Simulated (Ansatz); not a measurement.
# AlAu (Pm-3m) in Ansatz: convergence with wavefunction cutoff

Aim: find how far wavefunction cutoff must go before the results for AlAu settle, at r2SCAN. This setting moves, with any that are tied to it; all else stays.

Everything below comes from runs of Ansatz 0.2.0. Logs are shortened: lines on timing, memory, paths and dates and some standing lists are left out, and cuts for length are marked.

**1. The crystal as given**

The structure is cubic, space group Pm-3m (No. 221). Conventional cell: a = 3.224 Å, b = 3.224 Å, c = 3.224 Å, α = 90.00°, β = 90.00°, γ = 90.00°. Au (site symmetry m-3m) has 8 Al at 2.79 Å as nearest neighbours. Al (site symmetry m-3m) is surrounded by 8 Au at 2.79 Å.

The cell comes from a database or a generator and needn't be the stable form of this composition.

**2. With wavefunction cutoff 200 eV**

The input, input.yaml:

```yaml
crystal:
  lattice:
    - [3.223942, 0.0, 0.0]
    - [0.0, 3.223942, 0.0]
    - [0.0, 0.0, 3.223942]
  atoms:
    - { symbol: Au, position: [0.5, 0.5, 0.5] }
    - { symbol: Al, position: [0.0, 0.0, 0.0] }
hamiltonian:
  xc: r2scan
  pseudopotentials: { kind: paw_fr }
magnetization:
  noncollinear: true
  spin_orbit: true
kpoints:
  mp_grid: { grid: [7, 7, 7] }
scf:
  occupations: { method: gaussian, width: 0.1 }
output:
  forces: true
  stress: true
  eigenvalues: true
basis:
  ecutwfc: "200 eV"
```

Potentials or basis: Ansatz PAW.

The run is started by

```bash
$ ansatz run input.yaml --threads 2 --pin off --max-ram 5632MiB --backend cpu --events-out ev --progress --plain --runs-dir out
```

Run time: 2 s. Hardware: 2 threads of Arm Neoverse V1, shared host; peak memory 0.32 GiB.

What came out:

```
Free energy            : -13669.1681 eV
Pressure               : -2.4 GPa
Band gap on the k mesh : none (metal or under the smearing width)
```

**3. With wavefunction cutoff 250 eV**

Edit input.yaml of step 2 so:

```diff
@@ -23,2 +23,2 @@
 basis:
-  ecutwfc: "200 eV"
+  ecutwfc: "250 eV"
```

Potentials or basis: Ansatz PAW.

The run is started by

```bash
$ ansatz run input.yaml --threads 2 --pin off --max-ram 5632MiB --backend cpu --events-out ev --progress --plain --runs-dir out
```

Run time: 2.5 s. Hardware: 2 threads of Arm Neoverse V1, shared host; peak memory 0.34 GiB.

What came out:

```
Free energy            : -13677.8083 eV
Pressure               : -4.4 GPa
Band gap on the k mesh : none (metal or under the smearing width)
```

**4. With wavefunction cutoff 300 eV**

Edit input.yaml of step 3 so:

```diff
@@ -23,2 +23,2 @@
 basis:
-  ecutwfc: "250 eV"
+  ecutwfc: "300 eV"
```

The run is started by

```bash
$ ansatz run input.yaml --threads 2 --pin off --max-ram 5632MiB --backend cpu --events-out ev --progress --plain --runs-dir out
```

Run time: 2.9 s. Hardware: 2 threads of Arm Neoverse V1, shared host; peak memory 0.36 GiB.

What came out:

* Free energy: -13679.1383 eV
* Pressure: -6.2 GPa
* Band gap on the k mesh: none (metal or under the smearing width)

**5. With wavefunction cutoff 350 eV**

Edit input.yaml of step 4 so:

```diff
@@ -23,2 +23,2 @@
 basis:
-  ecutwfc: "300 eV"
+  ecutwfc: "350 eV"
```

The run is started by

```bash
$ ansatz run input.yaml --threads 2 --pin off --max-ram 5632MiB --backend cpu --events-out ev --progress --plain --runs-dir out
```

Wall time 3 s (2 threads of Arm Neoverse V1, shared host); peak memory 0.37 GiB.

Results:

* Free energy: -13679.2828 eV
* Pressure: -6.0 GPa
* Band gap on the k mesh: none (metal or under the smearing width)

**6. With wavefunction cutoff 400 eV**

Edit input.yaml of step 5 so:

```diff
@@ -23,2 +23,2 @@
 basis:
-  ecutwfc: "350 eV"
+  ecutwfc: "400 eV"
```

Potentials or basis: Ansatz PAW.

The run is started by

```bash
$ ansatz run input.yaml --threads 2 --pin off --max-ram 5632MiB --backend cpu --events-out ev --progress --plain --runs-dir out
```

Run time: 4.1 s. Hardware: 2 threads of Arm Neoverse V1, shared host; peak memory 0.41 GiB.

The run converged. Its results:

```
Free energy            : -13679.2953 eV
Pressure               : -6.1 GPa
Band gap on the k mesh : none (metal or under the smearing width)
```

**7. With wavefunction cutoff 450 eV**

Edit input.yaml of step 6 so:

```diff
@@ -23,2 +23,2 @@
 basis:
-  ecutwfc: "400 eV"
+  ecutwfc: "450 eV"
```

The run is started by

```bash
$ ansatz run input.yaml --threads 2 --pin off --max-ram 5632MiB --backend cpu --events-out ev --progress --plain --runs-dir out
```

Wall time 4.3 s (2 threads of Arm Neoverse V1, shared host); peak memory 0.42 GiB.

The run converged. Its results:

* Free energy: -13679.2995 eV
* Pressure: -6.1 GPa
* Band gap on the k mesh: none (metal or under the smearing width)

**8. With wavefunction cutoff 500 eV**

Edit input.yaml of step 7 so:

```diff
@@ -23,2 +23,2 @@
 basis:
-  ecutwfc: "450 eV"
+  ecutwfc: "500 eV"
```

The run is started by

```bash
$ ansatz run input.yaml --threads 2 --pin off --max-ram 5632MiB --backend cpu --events-out ev --progress --plain --runs-dir out
```

It took 4.4 s on 2 threads of Arm Neoverse V1, shared host; peak memory 0.43 GiB.

Results (log left out):

```yaml
Free_energy: -13679.3019 eV
Pressure: -6.1 GPa
Band_gap_on_the_k_mesh: none (metal or under the smearing width)
```

**9. With wavefunction cutoff 600 eV**

Edit input.yaml of step 8 so:

```diff
@@ -23,2 +23,2 @@
 basis:
-  ecutwfc: "500 eV"
+  ecutwfc: "600 eV"
```

Potentials or basis: Ansatz PAW.

The run is started by

```bash
$ ansatz run input.yaml --threads 2 --pin off --max-ram 5632MiB --backend cpu --events-out ev --progress --plain --runs-dir out
```

Wall time 6.3 s (2 threads of Arm Neoverse V1, shared host); peak memory 0.48 GiB.

Results (log left out):

```
Free energy            : -13679.3034 eV
Pressure               : -6.1 GPa
Band gap on the k mesh : none (metal or under the smearing width)
```

**10. With wavefunction cutoff 800 eV**

Edit input.yaml of step 9 so:

```diff
@@ -23,2 +23,2 @@
 basis:
-  ecutwfc: "600 eV"
+  ecutwfc: "800 eV"
```

Potentials or basis: Ansatz PAW.

The run is started by

```bash
$ ansatz run input.yaml --threads 2 --pin off --max-ram 5632MiB --backend cpu --events-out ev --progress --plain --runs-dir out
```

What it wrote:

```text
Warning: RAYON_NUM_THREADS=2 ignored (pool sized by the plan → 2); use --threads N
Engine: ansatz 0.2.0, aarch64-unknown-linux-gnu
Pseudopotentials: kind: paw_fr
Pseudopotential: Au, paw_fr, valence charge 19, recommended cutoff 500 eV (meta_gga), Au.paw.azcp#standard-fr
Pseudopotential: Al, paw_fr, valence charge 3, recommended cutoff 500 eV (meta_gga), Al.paw.azcp#standard-fr
Functional definition: r2SCAN
  parameter k0 = 0.174
  parameter k1 = 0.065
  parameter a1 = 4.9479
  exchange = r2scan_x(k0 = k0, k1 = k1, a1 = a1)
  correlation = r2scan_c
non-collinear run that drives no moment, with spin-orbit: no starting moment large enough to seed its density (crystal.atoms[].spin), no starting occupations that ask for one, no magnetisation constraint and no magnetic field, so the semilocal B_xc is pinned to zero
Crystal: 2 atoms, lattice volume = 33.509 Å³
Basis set: ecut = 800 eV, 1743 PW (Γ), exchange–correlation on 120×120×120 points (64 copies of the dense FFT grid, shifted against one another)
Bands: 30, of which v1, the nominal top of the filled ones, is band 22 counted from 1 (21 counted from 0)
Symmetry: 48 space group operations + 48 with time reversal
Magnetic group: BNS 221.93 (UNI 1595), of the structure as read, at distance tolerance 3.2e-5 Å
k-points: 20 of 343
Projection manifold: j_resolved (fully-relativistic pseudo-atomic orbitals)
Non-local potential: Au, projectors of the file, l = 0: 3, l = 1: 4, l = 2: 4, l = 3: 2
Non-local potential: Al, projectors of the file, l = 0: 2, l = 1: 4, l = 2: 2
PAW form: soft (Blöchl's): semilocal exchange-correlation on the pseudo side does not see the compensation charge
PAW frozen core: Au, regenerated for the run's functional (the file was generated under x = pbe(κ = 0.804, μ = 0.2195149727645171), c = pbe(β = 0.06672455060314922))
PAW frozen core: Al, regenerated for the run's functional (the file was generated under x = pbe(κ = 0.804, μ = 0.2195149727645171), c = pbe(β = 0.06672455060314922))
PAW one-centre angular grid: Au, 590 points (default); XC on 160 Gauss nodes
PAW one-centre angular grid: Al, 302 points (default); XC on 224 Gauss nodes
Initial density: superposition of atomic densities (chi_scale 0.1, normalization cell, long waves kept (reshape's long-wave potential 0.00 eV rms))
Initial wavefunctions: pseudopotential atomic-orbital guess
Functional: x = r2scan, c = r2scan; τ floored in thin density (d = 2e-4 eV/Å³)
SCF iter   1: F=—  HF=-13680.007383 eV  |F-HF|=—  |Δ(HF+E_count)|=         —  Δρ=8.69e-2  dr2=3.32e0  dr2_τ=2.76e-2  dr2_m=0.00e0 (ungated)  ethr=3.10e-3  |M|=0.00e0 ∫|m|=0.00e0 μB  |m|>n=0.0e0 m-floor=0.0e0 τ_xc=0.0e0  β_m=0.30  ⟨swp⟩=7.6  Hψ=1609  notcnv=0  defer=2
preconditioner: auto → none  [insulator: Δε(μ)=0.247 eV  Ē_g=9.869 eV  σ=0.100 eV  W_gap=0.91  n_scr=6 (ndim 8)  ℏωp=24.0 eV  f_vac=0.000  D(μ)=0.36/eV (n_scr^D=0)  ε∞_Penn≈6.9]
SCF iter   2: F=—  HF=-13679.235225 eV  |F-HF|=—  |Δ(HF+E_count)|=   7.72e-1  Δρ=2.69e-2  dr2=1.45e-1  dr2_τ=3.09e-2  dr2_m=0.00e0 (ungated)  ethr=3.10e-3  |M|=0.00e0 ∫|m|=0.00e0 μB  |m|>n=0.0e0 m-floor=0.0e0 τ_xc=0.0e0  β_m=0.31  ⟨swp⟩=2.7  Hψ=622  notcnv=0  defer=62
SCF iter   3: F=—  HF=-13679.292099 eV  |F-HF|=—  |Δ(HF+E_count)|=   5.69e-2  Δρ=1.81e-2  dr2=6.82e-2  dr2_τ=6.22e-4  dr2_m=0.00e0 (ungated)  ethr=6.59e-4  |M|=0.00e0 ∫|m|=0.00e0 μB  |m|>n=0.0e0 m-floor=0.0e0 τ_xc=0.0e0  β_m=0.61  ⟨swp⟩=1.9  Hψ=394  notcnv=0  defer=62
SCF iter   4: F=—  HF=-13679.304451 eV  |F-HF|=—  |Δ(HF+E_count)|=   1.24e-2  Δρ=1.71e-3  dr2=7.47e-4  dr2_τ=6.09e-6  dr2_m=0.00e0 (ungated)  ethr=3.10e-4  |M|=0.00e0 ∫|m|=0.00e0 μB  |m|>n=0.0e0 m-floor=0.0e0 τ_xc=0.0e0  β_m=0.60  ⟨swp⟩=2.7  Hψ=478  notcnv=0  defer=62
SCF iter   5: F=—  HF=-13679.304348 eV  |F-HF|=—  |Δ(HF+E_count)|=   1.02e-4  Δρ=4.10e-4  dr2=1.74e-5  dr2_τ=1.10e-6  dr2_m=0.00e0 (ungated)  ethr=3.40e-6  |M|=0.00e0 ∫|m|=0.00e0 μB  |m|>n=0.0e0 m-floor=0.0e0 τ_xc=0.0e0  β_m=0.77  ⟨swp⟩=2.1  Hψ=386  notcnv=0  defer=62
SCF iter   6: F=—  HF=-13679.304397 eV  |F-HF|=—  |Δ(HF+E_count)|=   4.86e-5  Δρ=4.41e-5  dr2=3.79e-7  dr2_τ=1.40e-8  dr2_m=0.00e0 (ungated)  ethr=7.93e-8  |M|=0.00e0 ∫|m|=0.00e0 μB  |m|>n=0.0e0 m-floor=0.0e0 τ_xc=0.0e0  β_m=0.76  ⟨swp⟩=2.0  Hψ=438  notcnv=0  defer=62
SCF iter   7: F=-13679.304397 eV  HF=-13679.304397 eV  |F-HF|=2.24e-9  |Δ(HF+E_count)|=   9.94e-8  Δρ=5.99e-6  dr2=1.18e-8  dr2_τ=2.74e-10  dr2_m=0.00e0 (ungated)  ethr=4.55e-10  |M|=0.00e0 ∫|m|=0.00e0 μB  |m|>n=0.0e0 m-floor=0.0e0 τ_xc=0.0e0  ⟨swp⟩=9.9  Hψ=1440  notcnv=0
SCF 1 converged in 7 iterations: F = -13679.304397 eV  dr2 = 1.18e-8
SCF converged after 7 iterations
Magnetization: |M| = 0.0000 μB,  M = (+0.0000, +0.0000, +0.0000) μB
Absolute magnetization: 0.0000 μB (∫|m|)
  site 0: m = (+0.0000, +0.0000, +0.0000) μB, |m| = 0.0000 μB  (R = 1.15 Å)
  site 1: m = (+0.0000, +0.0000, +0.0000) μB, |m| = 0.0000 μB  (R = 1.15 Å)
Free energy (F): -13679.304397 eV
Harris-Foulkes:  -13679.304397 eV  (|F-HF|=2.24e-9)
Internal energy: -13679.300238 eV  (E = F + TS)
E sigma→0 (E₀):  -13679.302317 eV
Entropy (-TS):   -0.004159 eV (-2.079 meV/atom)
Fermi energy:    15.267890 eV
--- Per-component energies (eV) ---
  E_band       = -329.291437
  E_kinetic    = 627.742650
  E_local      = -2467.676901  (includes V_loc(G=0)·N_el)
  E_nonlocal   = 67.812932
  E_hartree    = 1065.446604
  E_xc         = -256.113903
  E_vxc        = -341.284682  (∫ρ·V_xc dr)
  E_paw        = -10167.642639  (= ΣΔE_a)
  E_vpaw       = -369.973481  (= ΣTr[D̂ρ^β])
  E_aug_tail   = -0.000027  (compensation charges beyond the density's cutoff)
  E_vtau       = 23.192118  (kinetic-family band-sum trace: ∫τ·v_τ [+ j·A + Jᵃ·Aᵃ] dr)
  E_ewald      = -2548.615092
  E_core_change = -0.253863  (= ΣΔE_core)
  E_smearing   = -0.004159  (= −TS)
  E_closure    = 0.000000  (closes the sum)
  Σ components = -13679.304397   (vs F -13679.304397, Δ=0.00e0)
--- Forces (eV/Å), atoms counted from 1 ---
  atom   1  Au     0.00000000     0.00000000     0.00000000
  atom   2  Al    -0.00000000     0.00000000     0.00000000
  max |Σ_I F_I| component: 3.83e-29 eV/Å
--- Stress (GPa, compression-positive) ---
       -6.117688       0.000000       0.000000
        0.000000      -6.117688       0.000000
        0.000000       0.000000      -6.117688
  P = ⅓ Tr σ = -6.1177 GPa (-61.177 kbar)
--- Band table (eV; the first three rows and the last of 20) ---
  k-point 0: bands = ["-93.6822", "-93.6822", "-56.6698", "-56.6698", "-40.3153", "-40.3153", "-40.3153", "-40.3153", "3.2408", "3.2408", "7.9660", "7.9660", "7.9660", "7.9660", "10.1270", "10.1270", "10.1270", "10.1270", "10.8777", "10.8777", "17.5454", "17.5454", "18.4354", "18.4354", "18.4354", "18.4354", "22.6748", "22.6748", "22.8498", "22.8498"]
  k-point 1: bands = ["-93.6821", "-93.6821", "-56.6705", "-56.6705", "-40.3210", "-40.3210", "-40.3146", "-40.3146", "3.5896", "3.5896", "8.0159", "8.0159", "8.0548", "8.0548", "9.9532", "9.9532", "10.0794", "10.0794", "10.7513", "10.7513", "16.0456", "16.0456", "18.3963", "18.3963", "18.9764", "18.9764", "22.5112", "22.5112", "22.9168", "22.9168"]
  k-point 2: bands = ["-93.6818", "-93.6818", "-56.6721", "-56.6721", "-40.3337", "-40.3337", "-40.3131", "-40.3131", "4.5829", "4.5829", "8.1233", "8.1233", "8.1584", "8.1584", "9.5554", "9.5554", "9.8855", "9.8855", "10.6222", "10.6222", "13.4090", "13.4090", "19.7347", "19.7347", "20.3829", "20.3829", "21.7816", "21.7816", "23.4302", "23.4302"]
  k-point 19: bands = ["-93.6801", "-93.6801", "-56.6805", "-56.6805", "-40.3514", "-40.3514", "-40.3514", "-40.3514", "7.2958", "7.2958", "7.4104", "7.4104", "8.1073", "8.1073", "10.8448", "10.8448", "10.9823", "10.9823", "13.6865", "13.6865", "15.4252", "15.4252", "15.7775", "15.7775", "16.3748", "16.3748", "18.3432", "18.3432", "19.4948", "19.4948"]
```

It took 8.6 s on 2 threads of Arm Neoverse V1, shared host; peak memory 0.56 GiB.

Results:

```
Free energy            : -13679.3044 eV
Pressure               : -6.1 GPa
Band gap on the k mesh : none (metal or under the smearing width)
```

**11. Summary**

```
wavefunction cutoff  energy less the tightest run, at zero smearing (meV/atom)  pressure (GPa)  SCF cycles  CPU time (s)  peak memory (GiB)
             200 eV                                                    5067.95           -2.40           8           3.5               0.32
             250 eV                                                     748.06           -4.43           7           4.7               0.34
             300 eV                                                      83.06           -6.19           7           5.3               0.36
             350 eV                                                      10.81           -6.04           7           5.5               0.37
             400 eV                                                       4.57           -6.10           7           7.7               0.41
             450 eV                                                       2.44           -6.10           7           8.1               0.42
             500 eV                                                       1.23           -6.11           7           8.3               0.43
             600 eV                                                       0.52           -6.12           7            12               0.48
             800 eV                                                       0.00           -6.12           7            16               0.56
```

Against the tightest run, the energy stays within 1 meV/atom from 600 eV on; the pressure stays within 0.1 GPa from 300 eV on. The tightest run that finished is the yardstick and may itself not be fully converged.

Caveats: the PAW data sets come from PBE, with cores solved anew for the run's functional, which leaves a small shift of forces and pressure.
